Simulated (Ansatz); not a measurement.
# A decomposition energy, worked out: GaSb2

All numbers below come from DFT PBE, scalar-relativistic, plane waves, PAW (Ansatz 0.2.0). All cells share a 420 eV cutoff and Γ-centred k meshes spaced at most about 0.3 Å⁻¹ (about 0.25 or finer for metals, 2π included). No spin polarisation.

Formation energies are uncorrected and refer to the elements' standard structures at the same level.

All energies are static (0 K, no zero-point motion). These runs have no spin–orbit coupling, which can matter for Sb.

A trial structure of GaSb2 (reached from: HfB2 type (P6/mmm); relaxed: space group P6/mmm (No. 191), a = 5.390 Å, c = 3.152 Å) has a formation energy of 0.128 eV/atom. At its composition the lowest mixture among the elements and 1 reference phase computed alike (others may be missing) consists of these:

```
       phase             source  ΔE_f (eV/atom)
  Sb (solid)            element          -0.002
GaSb (F-43m)  Materials Project          -0.166
```

The lowest database cell of Sb (-0.002) lies slightly below the reference, hence the non-zero entry.

**Question.** Write the balanced decomposition and find its energy per atom, per formula unit and per mole of formula units.

**Answer.** Balancing Ga and Sb gives GaSb2 → Sb + GaSb. The left side holds 3 atoms, and the products take 1/3 (Sb) and 2/3 (GaSb) of them. The mixture therefore lies at 1/3 × (-0.002) + 2/3 × (-0.166) = -0.111 eV/atom. The reaction energy is -0.111 − (0.128) = -0.239 eV/atom. Times 3 atoms that is -0.717 eV per GaSb2, and times 96.485 it is -69 kJ per mole of GaSb2. Decomposition is downhill, so the trial structure is unstable against this mixture.
